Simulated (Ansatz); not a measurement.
**What moves the field gradients of TiO2?**

Cell of run 1: a COD entry.

```cif
data_TiO2
_symmetry_space_group_name_H-M 'P4_2/mnm'
_symmetry_Int_Tables_number 136
_cell_length_a 4.5940
_cell_length_b 4.5940
_cell_length_c 2.9590
_cell_angle_alpha 90.000
_cell_angle_beta 90.000
_cell_angle_gamma 90.000
loop_
_atom_site_label
_atom_site_type_symbol
_atom_site_symmetry_multiplicity
_atom_site_Wyckoff_symbol
_atom_site_fract_x
_atom_site_fract_y
_atom_site_fract_z
Ti Ti 2 a 0.0000 0.0000 0.0000
O O 4 f 0.3060 0.3060 0.0000
```

One atom of each set is listed.

Relaxed positions (PBE, cell held):

Ti (0.0000, 0.0000, 0.0000)
O (0.3043, 0.3043, 0.0000)

All runs are DFT with Ansatz 0.2.0 (plane waves and PAW, scalar-relativistic unless spin–orbit coupling is named, Γ-centred meshes, Fermi–Dirac smearing where given) in this cell.

Run 1: PBE, atoms as given; 420 eV, 7×7×10 k-points, smearing 0.02 eV.
Run 2: PBE, atoms relaxed; 420 eV, 7×7×10 k-points, smearing 0.02 eV.
Run 3: r2SCAN, at the relaxed atoms; 500 eV, 7×7×10 k-points, smearing 0.02 eV.
Run 4: LDA, at the relaxed atoms; 420 eV, 7×7×10 k-points, smearing 0.02 eV.
Run 5: PBEsol, at the relaxed atoms; 420 eV, 7×7×10 k-points, smearing 0.02 eV.

(1) What does each run give, and what moves the gradients most?

Results:

(1) 

```json
{"run": "1", "Ti V_zz (η)": "-2.65 (0.49)", "O V_zz (η)": "2.33 (0.88)"}
{"run": "2", "Ti V_zz (η)": "-2.01 (0.10)", "O V_zz (η)": "2.40 (1.00)"}
{"run": "3", "Ti V_zz (η)": "-2.07 (0.11)", "O V_zz (η)": "-2.66 (0.88)"}
{"run": "4", "Ti V_zz (η)": "-1.83 (0.16)", "O V_zz (η)": "2.15 (0.92)"}
{"run": "5", "Ti V_zz (η)": "-1.89 (0.14)", "O V_zz (η)": "2.28 (0.96)"}
```

V_zz in 10²¹ V/m². Against run 1, the gradient tensors on these sites move by at most 0.87 in run 2 (Ti), 0.83 in run 3 (Ti), 0.91 in run 4 (Ti), 0.90 in run 5 (Ti). Taken one at a time, the positions of the atoms (as given or relaxed) move the tensors on these sites by up to 0.87 (largest principal value of the change, on Ti), the functional (between the two that differ most) by 0.60 (O). On some sites the largest principal value moves to another axis from run to run, and the sign of V_zz can flip with it. On O η is near 1, so the change of sign is little more than a relabelling of axes.

The cell isn't the equilibrium one in runs 1, 4 (calculated pressure 5, -8 GPa), and the entry's cell may itself be off. Run 1: The values hang on the deposited positions: relaxing the atoms moves V_zz on Ti from -2.65 to -2.01.
